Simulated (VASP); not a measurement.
Al2O3 under changes of volume

One of the cells (11.102 Å³/atom); the others are scaled copies at fixed shape and fractional positions:

```
Al O
1.0
     2.96564    0.00000    0.00000
    -1.48282    2.56832    0.00000
     0.00000    0.00000    7.28804
Al O
2 3
Direct
  0.00000 0.00000 0.72819
  0.00000 0.00000 0.27181
  0.00000 0.00000 0.50000
  0.66667 0.33333 0.80806
  0.33333 0.66667 0.19194
```

Measurements of this composition are mostly on another form, of space group No. 167.

| Property | Result |
| --- | --- |
| Program | VASP 6.6.1 |
| Functional | LDA |
| Potentials or basis | VASP PAW LDA potentials, release 64 (Al, O) |
| Cutoff | 520 eV |
| k mesh | 8 × 8 × 4 |
| Occupations | gaussian, width 0.02 eV |
| Spin | no spin polarisation |

```csv
volume (Å³/atom),energy over the lowest point (meV/atom),pressure (GPa),gap on the mesh (eV),largest force (eV/Å)
10.658,12.51,8.6,2.75,0.404
10.880,?,?,?,?
11.102,0.00,0.3,2.44,0.012
11.324,1.80,-3.2,2.29,0.189
11.546,8.31,-6.4,2.15,0.361
```

Task: What does the run at 10.880 Å³/atom give?

Result: Energy over the lowest point 3.38 meV/atom; pressure 4.3 GPa; gap on the mesh 2.59 eV; largest force 0.196 eV/Å.

Worked out: A Birch-Murnaghan fit of order 2 (a polynomial in V^(-2/3)) to the other rows has its minimum at 11.13 Å³/atom with B0 = V·E''(V) = 185 GPa at fixed shape and positions, which overstates the stiffness. It gives 3.38 meV/atom at 10.880 Å³/atom, against the run's 3.38, and -dE/dV = 4.4 GPa, against 4.3. A straight line through the other rows of the gap, of slope -7.52 eV per unit of ln V (its deformation potential), gives 2.59 eV, against the run's 2.59.

Energies are extrapolated to zero smearing.

A mesh can miss the band edges.
